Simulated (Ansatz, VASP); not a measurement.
## PbSe (Clausthalite) in VASP and in Ansatz

File INCAR:

```
PREC     = Accurate       # precision mode
ENCUT    = 520            # plane-wave cutoff, eV
EDIFF    = 1E-7           # SCF threshold, eV
ISMEAR   = -1             # smearing method
SIGMA    = 0.05           # smearing width, eV
LREAL    = False          # projectors in reciprocal space
LASPH    = True           # aspherical terms in the spheres
NELM     = 100            # most SCF steps
ALGO     = Normal         # electronic algorithm
ISIF     = 2              # what is computed and relaxed
LWAVE    = False          # write WAVECAR
LCHARG   = False          # write CHGCAR
GGA      = PE             # functional
NBANDS   = 17             # bands
```

Contents of KPOINTS:

```
regular mesh
0
Gamma
  8 8 8
```

File POSCAR:

```
PbSe
1.0
    0.0000000000      3.0809197960      3.0809197960
    3.0809197960      0.0000000000      3.0809197960
    3.0809197960      3.0809197960      0.0000000000
Pb Se
1 1
Direct
    0.0000000000      0.0000000000      0.0000000000
    0.5000000000      0.5000000000      0.5000000000
```

input.yaml

```yaml
crystal:
  lattice:
    - [0.0, 3.080919796, 3.080919796]
    - [3.080919796, 0.0, 3.080919796]
    - [3.080919796, 3.080919796, 0.0]
  atoms:
    - { symbol: Pb, position: [0.0, 0.0, 0.0] }
    - { symbol: Se, position: [0.5, 0.5, 0.5] }
hamiltonian:
  xc: pbe
  pseudopotentials: { kind: paw, azcp: { folder: soft_1 } }
kpoints:
  mp_grid: { grid: [8, 8, 8] }
scf:
  occupations: { method: fermi_dirac, width: 0.05 }
output:
  forces: true
  stress: true
  eigenvalues: true
  write_density: true
  write_potential: true
  elf: true
  volumetric_format: npy
```

Alike in both runs: task single point; functional PBE; k mesh 8 × 8 × 8; occupations fermi-dirac, width 0.05 eV; no spin polarisation.

```csv
,VASP,Ansatz
version,VASP 6.6.1,Ansatz 0.2.0
potentials or method,"VASP PAW PBE potentials, release 64 (Pb_d, Se)",Ansatz PAW soft_1
plane-wave cutoff (eV),520,420
valence electrons in the cell,20,30
```

```tsv
	VASP	Ansatz	Ansatz less VASP
gap on the k mesh at the Fermi level (eV)	0.36	0.36	+0.003
least direct gap on the mesh (eV)	0.36	0.36	+0.003
pressure (GPa)	1.3	1.3	+0.01
```

The two sets of potentials don't hold the same shells in valence.

Caveats: spin-orbit coupling is left out, which as a rule narrows the gap of such compounds by several tenths of an eV.
